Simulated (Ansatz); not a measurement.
# Hf2NOS MXene monolayer in a perpendicular field, part 2 of 2

Wanted: the out-of-plane response of the Hf2NOS MXene monolayer. A positive field points along +c.

Ansatz 0.2.0; plane-wave DFT, PBE-D3(BJ), Ansatz PAW.

So far. Step 2 (Relaxing the slab): The lattice constant a goes from 3.217 to 3.289 Å.

## (3) Single point, field 0, start network

A sawtooth potential applies the field, turning back in the middle of the vacuum. With the dipole correction the typed value is the field outside the slab. The induced dipole is small, so the SCF threshold is tight.

The cell differs from the one that the last finished run ended in (c 42.237 → 23.171 Å).

The input, input.yaml:

```yaml
crystal:
  lattice:
    - [3.2892523789, 0.0, 0.0]
    - [-1.6446261894, 2.8485761196, 0.0]
    - [0.0, 0.0, 23.1705263029]
  atoms:
    - { symbol: S, position: [0.3333333333, 0.6666666667, 0.3884244959] }
    - { symbol: Hf, position: [0.6666666667, 0.3333333333, 0.4570234297] }
    - { symbol: "N", position: [0.0, 0.0, 0.5152890746] }
    - { symbol: Hf, position: [0.3333333333, 0.6666666667, 0.5704616482] }
    - { symbol: O, position: [0.6666666667, 0.3333333333, 0.6115755041] }
kpoints:
  mp_grid: { grid: [18, 18, 1] }
  band_path:
    path: [[0, 0, 0], [0.5, 0, 0], [0.33333333, 0.33333333, 0], [0, 0, 0]]
    npoints: 16
hamiltonian:
  xc: pbe
  dispersion: d3bj
scf:
  occupations: { method: fermi_dirac, width: 0.02585 }
  convergence: { dr2_threshold: 1.0e-10 }
efield:
  axis: 3
  dipole_correction: true
  ramp_position: 0.97
  ramp_width: 0.06
  amplitude: 0
output:
  dos: { projected: true, e_range: [-6, 5] }
  write_potential: true
  write_density: true
  volumetric_format: npy
  elf: true
```

Started as:

```
> ansatz run input.yaml --threads 2 --pin off --max-ram 3072MiB --backend cpu --events-out ev --progress --plain --runs-dir out
```

Numbers of over 12 decimals in the logs are rounded to 6 here.

What it wrote:

```text
[...]
Crystal: 5 atoms, lattice volume = 217.101 Å³
Basis set: ecut = 420 eV, 4337 PW (Γ)
Bands: 42, of which v1, the nominal top of the filled ones, is band 35 counted from 1 (34 counted from 0)
Symmetry: 6 space group operations
[...]
k-points: 37 of 324 (time reversal used)
[...]
SCF iter   1: F=—  HF=-33305.005902 eV  |F-HF|=—  |Δ(HF+E_count)|=         —  Δρ=3.23e-3  dr2=1.05e-1  ethr=1.77e-3  p=0.071 e·Å  D=5.93e-2 V/Å  ΔV_dip=-1.37 eV  dr2_dipole=2.92e-2  V_vac-E_F(+/−)=4.49/5.87 eV  ⟨swp⟩=8.7  Hψ=6999  notcnv=0  defer=2
efield: sawtooth ramp at fractional position 0.9700 (set: `efield.ramp_position`, or a place that a band, a saddle search or an elastic batch's reference lends), width 0.0600; the density the first Hamiltonian is built on has a dipole p = 0.071 e·Å; the dipole correction subtracts the counter field D = 5.93e-2 V/Å, which shifts the + side's vacuum level by -1.37 eV against the − side's; the planar-averaged density in the ramp window peaks in size at 1.2e-5 e/Å³
[...]
SCF iter   2: F=—  HF=-33305.000325 eV  |F-HF|=—  |Δ(HF+E_count)|=   5.58e-3  Δρ=1.18e-3  dr2=2.11e-2  ethr=1.51e-4  p=0.066 e·Å  D=5.54e-2 V/Å  ΔV_dip=-1.28 eV  dr2_dipole=7.13e-3  V_vac-E_F(+/−)=4.28/5.56 eV  ⟨swp⟩=3.2  Hψ=2924  notcnv=0  defer=91
[...]
SCF iter  12: F=-33304.998904 eV  HF=-33304.998904 eV  |F-HF|=2.91e-11  |Δ(HF+E_count)|=  5.75e-10  Δρ=1.35e-7  dr2=7.44e-11  ethr=1.00e-12  p=0.052 e·Å  D=4.37e-2 V/Å  ΔV_dip=-1.01 eV  dr2_dipole=2.54e-12  V_vac-E_F(+/−)=4.41/5.42 eV  ⟨swp⟩=11.5  Hψ=5678  notcnv=0
SCF 1 converged in 12 iterations: F = -33304.998904 eV  dr2 = 7.44e-11
[...]
NSCF: frozen V_eff on 49 k-points
efield: sawtooth ramp at fractional position 0.9700 (kept from the solve that this one continues, or follows in the run), width 0.0600; the density the first Hamiltonian is built on has a dipole p = 0.052 e·Å; the dipole correction subtracts the counter field D = 4.37e-2 V/Å, which shifts the + side's vacuum level by -1.01 eV against the − side's; the planar-averaged density in the ramp window peaks in size at 1.8e-6 e/Å³
[...]
SCF converged after 12 iterations
Free energy (F): -33304.998904 eV
[...]
Internal energy: -33304.993556 eV  (E = F + TS)
E sigma→0 (E₀):  -33304.996230 eV
Entropy (-TS):   -0.005348 eV (-1.070 meV/atom)
Fermi energy:    2.164685 eV
Dipole field:    D = 0.043678 V/Å  (p = 0.052404 e·Å, saw-weighted, corrected)
Work function:   Φ+ = 4.4070 eV   Φ− = 5.4191 eV
Levels:          The Fermi level and band energies are counted from a zero that moves with the ramp; work functions are not
[...]
--- Band table (eV; the first three rows and the last of 37) ---
  k-point 0: bands = [... 31 lower, -0.6922, 1.0664, 1.0664, 2.8424, 2.8741, 2.8741, 3.9878, 4.7587, ... 3 higher]
  k-point 1: bands = [... 31 lower, -0.6503, 0.8513, 0.9866, 2.7265, 3.0031, 3.0370, 4.0671, 4.7288, ... 3 higher]
  k-point 2: bands = [... 31 lower, -0.7419, 0.4581, 0.8173, 2.4753, 3.3057, 3.3148, 4.2506, 4.7071, ... 3 higher]
  k-point 36: bands = [... 31 lower, -2.2894, -1.3633, -0.8639, 3.4159, 3.6948, 4.3522, 5.3323, 5.5676, ... 3 higher]
```

The job ended after 60 s (2 threads of Intel Xeon at 2.50GHz (Skylake/Cascade Lake), shared host; peak memory 0.7 GiB).

In the SCF lines HF is the Harris–Foulkes energy and dr2 the Hartree energy of the density residual, in eV; the loop may stop once dr2 is under the threshold and the program's other checks hold. Hψ counts applications of the Hamiltonian.

Numbers from this step:

```
energy at zero smearing        : -33304.9962 eV
work function, upper face      : 4.407 eV
work function, lower face      : 5.419 eV
dipole along the normal        : 0.05240 e·Å
step between the vacuum levels : -1.012 eV
```

Running mean over a fixed 2.8 Å (it still follows the layers) of the planar mean; the ramp of the sawtooth is left out. Table of electron's electrostatic potential energy less the Fermi level by z:

| z (Å) | electron's electrostatic potential energy less the Fermi level (eV) |
| --- | --- |
| 3 | 5.42 |
| 4 | 5.42 |
| 5 | 5.42 |
| 6 | 5.39 |
| 7 | 4.67 |
| 8 | 0.599 |
| 9 | -4.42 |
| 10 | -9.18 |
| 11 | -9.77 |
| 12 | -10.5 |
| 13 | -11.0 |
| 14 | -7.49 |
| 15 | -1.09 |
| 16 | 3.83 |
| 17 | 4.39 |
| 18 | 4.41 |
| 19 | 4.41 |
| 20 | 4.41 |

The density of states has structure finer than the step of the table below, so its rows give means over 0.2 eV, whole bins alone (the curve runs from -6 to 1.99 eV). Peaks (eV: height): -5.31: 9.45, -4.70: 7.13, -4.59: 7.70, -4.46: 12.2, -4.40: 8.98, -4.10: 12.1, -2.86: 8.21.

Density of states against energy, zero at the Fermi level; means over each step:

energy (eV), density of states (states/eV a cell) and a bar:
```
     -5.8        3.7 ##############
     -5.6        3.4 #############
     -5.4        3.8 ###############
     -5.2        5.2 #####################
     -5.0        1.5 #####
     -4.8        3.8 ###############
     -4.6        5.4 ######################
     -4.4        7.3 ##############################
     -4.2        5.9 ########################
     -4.0        3.3 #############
     -3.8        1.9 #######
     -3.6        0.6 #
     -3.4        1.5 #####
     -3.2        1.8 ######
     -3.0        3.2 ############
     -2.8        3.7 ##############
     -2.6        1.7 ######
     -2.4        1.6 #####
     -2.2        1.7 ######
     -2.0        2.2 ########
     -1.8        1.8 ######
     -1.6        1.0 ###
     -1.4        0.7 #
     -1.2        0.4 
     -1.0        0.5 
     -0.8        0.9 ##
     -0.6        0.9 ##
     -0.4        1.0 ###
     -0.2        1.1 ###
      0.0        1.2 ####
      0.2        1.6 #####
      0.4        1.4 ####
      0.6        0.8 ##
      0.8        1.4 ####
      1.0        1.7 ######
      1.2        1.3 ####
      1.4        1.3 ####
      1.6        1.7 ######
      1.8        3.0 ###########
```

Projected DOS per atom over height of the atomic layer and energy from the Fermi level. Layers: S Hf N Hf O from below.

Ten even steps from '0' (0.01 states/eV) to '9' (2.17 states/eV), each cell a mean:
```
03150
02020
02020
01010
02020
02010
01010
01000
00000
20000
51000
51000
51000
92201
41000
21000
42505
44719
32318
12414
01525
01349
```
Columns: height of the atomic layer (Å) from 9 to 14.2 (not evenly spaced); rows upwards: energy from the Fermi level (eV) from -5.96 to 1.96.

Electronic bands along the path, in eV, zero at the Fermi level:

| point | band 31 | band 32 | band 33 | band 34 | band 35 | band 36 | band 37 | band 38 |
| --- | --- | --- | --- | --- | --- | --- | --- | --- |
| Γ | -3.94 | -2.86 | -1.10 | -1.10 | 0.68 | 0.71 | 0.71 | 1.82 |
| halfway | -4.18 | -3.83 | -2.56 | -1.69 | -0.45 | 1.76 | 2.07 | 2.29 |
| M | -4.38 | -4.26 | -2.82 | -1.88 | -1.05 | 1.78 | 2.88 | 3.56 |
| halfway | -4.64 | -4.07 | -3.28 | -2.62 | -0.01 | 2.27 | 2.33 | 3.00 |
| K | -4.59 | -4.45 | -3.53 | -3.03 | 1.25 | 1.53 | 2.19 | 3.17 |
| halfway | -4.26 | -3.78 | -2.85 | -2.14 | 0.47 | 0.67 | 2.61 | 2.81 |
| Γ | -3.94 | -2.86 | -1.10 | -1.10 | 0.68 | 0.71 | 0.71 | 1.82 |

Valence density in the ca plane at fractional y = 0.333, with atoms of Hf and O within 0.2 Å of it. It is the smooth field of the valence electrons, not physical close to the nuclei.

Ten steps, logarithmic in the rise over the least value, from '0' (0 e/Å³) to '9' (29 e/Å³), each cell a mean:
```
00000000000000000001112344211111122210000000
00000000000000000000013687521001245420000000
00000000000000000000014899621001366530000000
00000000000000000000014798621001356520000000
00000000000000000000112566311101234310000000
00000000000000000001111222111111111100000000
00000000000000000011221111112122210000000000
00000000000000000012221111112222210000000000
00000000000000000011111111111112211000000000
```
Columns run along c (16.0 Å, from fractional 0.08 to 0.77 of the cell), rows up along a (3.3 Å). Atoms in or near the plane, at fractional coordinates: Hf at (0.46, 0.67), O at (0.61, 0.67).

Electrostatic potential energy in the ca plane at fractional y = 0.333, with atoms of Hf and O within 0.2 Å of it. With pseudopotentials it is smooth inside the atoms' cores, unlike the true potential.

Ten even steps from '0' (-37 eV) to '9' (7 eV), each cell a mean:
```
99999999999999999999886423578877777899999999
99999999999999999999974000268888731389999999
99999999999999999999872000057888600079999999
99999999999999999999973000158888610189999999
99999999999999999999985201478887764799999999
99999999999999999998887655788876678999999999
99999999999999999998788878888765568899999999
99999999999999999997788888888764467899999999
99999999999999999998888777788765678999999999
```
Columns run along c (16.0 Å, from fractional 0.08 to 0.77 of the cell; values clipped at the 3rd and 97th percentile), rows up along a (3.3 Å). Atoms in or near the plane, at fractional coordinates: Hf at (0.46, 0.67), O at (0.61, 0.67).

ELF in the ca plane at fractional y = 0.333, with atoms of Hf and O within 0.2 Å of it. It is the smooth field of the valence electrons, not physical close to the nuclei.

Ten even steps from '0' (0.00) to '9' (0.83), each cell a mean:
```
00000000000000001246642465223311368864100000
00000000000000000012214899621213799996310000
00000000000000000001115999831114875997310000
00000000000000000001115999721113887997310000
00000000000000000134433687412211589985200000
00000000000000002467863232135311135642000000
00000000000000014689997311366422211110000000
00000000000000024799997422477423310000000000
00000000000000013578985211256411112321000000
```
Columns run along c (16.0 Å, from fractional 0.08 to 0.77 of the cell), rows up along a (3.3 Å). Atoms in or near the plane, at fractional coordinates: Hf at (0.46, 0.67), O at (0.61, 0.67).

The work function of the upper face is 4.41 eV.

## (4) Single point, field 0.1 V/Å

input.yaml, as its differences from that of step 3:

```diff
@@ -25,7 +25,6 @@
   dipole_correction: true
-  ramp_position: 0.97
-  ramp_width: 0.06
-  amplitude: 0
+  ramp_position: 0.9353
+  ramp_width: 0.1295
+  amplitude: 0.1
 output:
-  dos: { projected: true, e_range: [-6, 5] }
   write_potential: true
@@ -33,2 +32 @@
   volumetric_format: npy
-  elf: true
```

What it wrote:

```text
[...]
Crystal: 5 atoms, lattice volume = 217.101 Å³
Basis set: ecut = 420 eV, 4337 PW (Γ)
Bands: 42, of which v1, the nominal top of the filled ones, is band 35 counted from 1 (34 counted from 0)
Symmetry: 6 space group operations
[...]
k-points: 37 of 324 (time reversal used)
[...]
k-point 0: bands = [... 31 lower, -0.7133, 1.0427, 1.0427, 2.8234, 2.8606, 2.8606, 3.9748, 4.7438, ... 3 higher]
  k-point 1: bands = [... 31 lower, -0.6708, 0.8273, 0.9628, 2.7101, 2.9897, 3.0208, 4.0530, 4.7194, ... 3 higher]
  k-point 2: bands = [... 31 lower, -0.7626, 0.4331, 0.7930, 2.4595, 3.2924, 3.2977, 4.2334, 4.7071, ... 3 higher]
  k-point 36: bands = [... 31 lower, -2.2846, -1.3895, -0.8967, 3.4040, 3.6836, 4.3392, 5.3216, 5.5481, ... 3 higher]
[key lines of the parts left out:]
SCF converged after 14 iterations
Free energy (F): -33305.005839 eV
Fermi energy:    2.148699 eV
Dipole field:    D = 0.071942 V/Å  (p = 0.086315 e·Å, saw-weighted, corrected)
```

Run time: 66 s. Hardware: 2 threads; peak memory 0.69 GiB.

The dipole is 0.0863 e·Å, 0.0339 e·Å from its value without field.

## (5) Atoms held, field -0.1 V/Å

input.yaml, as its differences from that of step 4:

```diff
@@ -27,3 +27,3 @@
   ramp_width: 0.1295
-  amplitude: 0.1
+  amplitude: -0.1
 output:
```

What it wrote:

```text
[...]
Crystal: 5 atoms, lattice volume = 217.101 Å³
Basis set: ecut = 420 eV, 4337 PW (Γ)
Bands: 42, of which v1, the nominal top of the filled ones, is band 35 counted from 1 (34 counted from 0)
Symmetry: 6 space group operations
[...]
k-points: 37 of 324 (time reversal used)
[...]
k-point 0: bands = [... 31 lower, -0.6716, 1.0895, 1.0895, 2.8606, 2.8869, 2.8869, 3.9987, 4.7732, ... 3 higher]
  k-point 1: bands = [... 31 lower, -0.6301, 0.8748, 1.0099, 2.7421, 3.0160, 3.0527, 4.0789, 4.7366, ... 3 higher]
  k-point 2: bands = [... 31 lower, -0.7217, 0.4826, 0.8411, 2.4906, 3.3185, 3.3311, 4.2658, 4.7045, ... 3 higher]
  k-point 36: bands = [... 31 lower, -2.2947, -1.3375, -0.8318, 3.4271, 3.7054, 4.3648, 5.3426, 5.5866, ... 3 higher]
[key lines of the parts left out:]
SCF converged after 15 iterations
Free energy (F): -33304.995359 eV
Fermi energy:    2.180105 eV
Dipole field:    D = 0.015414 V/Å  (p = 0.018493 e·Å, saw-weighted, corrected)
```

The job ended after 73 s (2 threads; peak memory 0.68 GiB; 2.4 min of CPU time).

The dipole is 0.0185 e·Å, -0.0339 e·Å from its value without field.

## (6) Response, atoms held

This step: plane-wave DFT, PBE-D3(BJ), Ansatz PAW; response to a field along the normal, atoms held (Ansatz 0.2.0).

The dipoles give the slope, and the difference of two potentials shows where the field is screened.

Numbers from this step:

```
equivalent conductor thickness p/(ε₀AE) : 6.549 Å
distance between the outer atoms        : 5.171 Å
```

The dipole of the cell by applied field:

| applied field (V/Å) | dipole of the cell (e·Å) |
| --- | --- |
| -0.1000 | 0.0185 |
| 0.0000 | 0.0524 |
| 0.1000 | 0.0863 |

Local field over the applied field, running mean. From the potentials at -0.1 and 0.1 V/Å; running mean over 2.5 Å. Table of local field over applied field by z:

```
z (Å)  local field over applied field
  4.5                           0.999
  5.0                           0.998
  5.5                           0.993
  6.0                           0.978
  6.5                           0.936
  7.0                           0.839
  7.5                           0.684
  8.0                           0.505
  8.5                           0.325
  9.0                           0.172
  9.5                          0.0813
 10.0                          0.0491
 10.5                          0.0378
 11.0                          0.0389
 11.5                          0.0471
 12.0                          0.0522
 12.5                          0.0581
 13.0                          0.0894
 13.5                           0.156
 14.0                           0.270
 14.5                           0.423
 15.0                           0.596
 15.5                           0.757
 16.0                           0.883
 16.5                           0.957
 17.0                           0.986
 17.5                           0.996
 18.0                           0.999
 18.5                           1.000
 19.0                           1.000
```

Electrons, planar mean, per unit field. Induced electron density against z:

z (Å), induced electron density (e/Å³ per V/Å) and a bar from the least value:
```
      4.5    0.00000 ##############
      5.0    0.00001 ##############
      5.5    0.00003 ##############
      6.0    0.00009 ##############
      6.5    0.00030 ###############
      7.0    0.00087 ##################
      7.5    0.00219 #######################
      8.0    0.00378 ##############################
      8.5    0.00257 #########################
      9.0    0.00065 #################
      9.5    0.00054 ################
     10.0   -0.00058 ###########
     10.5   -0.00014 #############
     11.0    0.00025 ###############
     11.5    0.00029 ###############
     12.0   -0.00017 #############
     12.5   -0.00067 ###########
     13.0    0.00017 ###############
     13.5   -0.00010 #############
     14.0   -0.00204 #####
     14.5   -0.00237 ####
     15.0   -0.00324 
     15.5   -0.00160 #######
     16.0   -0.00059 ###########
     16.5   -0.00019 #############
     17.0   -0.00006 ##############
     17.5   -0.00002 ##############
     18.0    0.00000 ##############
     18.5    0.00000 ##############
     19.0    0.00000 ##############
```

By hand: between -0.1 and 0.1 V/Å the dipole changes by 0.06782 e·Å, a slope of 0.3391 e·Å²/V. A perfect conductor of thickness t has p = ε₀AEt, so t = 180.95 × 0.3391 / 9.370 = 6.55 Å (e/ε₀ = 180.95 V·Å, A in Å²).

The induced dipole is that of a conductor 6.55 Å thick.

## (7) What came out

```
gap without field                          : none
work function, upper face                  : 4.41 eV
step between the vacuum levels             : -1.01 eV
equivalent conductor thickness, atoms held : 6.55 Å
```

In words: The induced dipole equals that of a perfect conductor 6.55 Å thick, while the outer atoms lie 5.17 Å apart. The two faces differ: the vacuum level above lies 1.01 eV lower than the one below. There is no gap over 0.03 eV, with or without the field. The first relaxation ran with spin and lost its moment, and the later runs have none; other magnetic states were not tried. Spin-orbit coupling is left out, which matters for the bands of elements this heavy. The MXene's terminations sit over the metal atoms of its far layer; the site over carbon or nitrogen, which some compounds prefer, was not run.

[Logs are printed without paths, hosts, clocks, repeated set-up lines and the standing remarks that a program may print on its own settings, such as how far it seeks lower states.]

[Hosts, paths, dates, database ids (printed as entryN), source tags and the programs' standing remarks are cut or masked in the printed files.]

[Maps of the electrostatic potential energy from Ansatz leave out the sawtooth potential of an applied field or a dipole correction, so their vacuum need not be flat; planar profiles and work functions include it.]

[The density of states shown here was stored with 400 of the rows of the run's finer table, so its peaks can read low, often by over a quarter, or be missed, and its means over a window can be off by a tenth or more.]
